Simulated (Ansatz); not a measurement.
The system is Ti.

```xyz
2
Lattice="2.9500 0.0000 0.0000 -1.4750 2.5548 0.0000 0.0000 0.0000 4.6800" Properties=species:S:1:pos:R:3 pbc="T T T"
Ti    1.4750    0.8516    3.5100
Ti    0.0000    1.7032    1.1700
```

Base run:

| Quantity | Value |
| --- | --- |
| Program | Ansatz 0.2.0 |
| Functional | PBE |
| Potentials or basis | all-electron LAPW, scalar-relativistic |
| Cutoff | 220 eV (chosen from the basis error) |
| Basis error allowed | 0.001 eV/atom |
| k mesh | 10 × 10 × 6 |
| Occupations | gaussian, width 0.021 eV |
| Spin | no spin polarisation |

Its results: band gap on the k mesh none (metal or under the smearing width); pressure -1.4 GPa.

Q: The run is repeated on the same cell with these changes: functional from PBE to PBEsol; occupations from gaussian, width 0.021 eV to methfessel-paxton, width 0.2 eV. What comes out?

A: Band gap on the k mesh none (metal or under the smearing width); pressure -5.8 GPa.
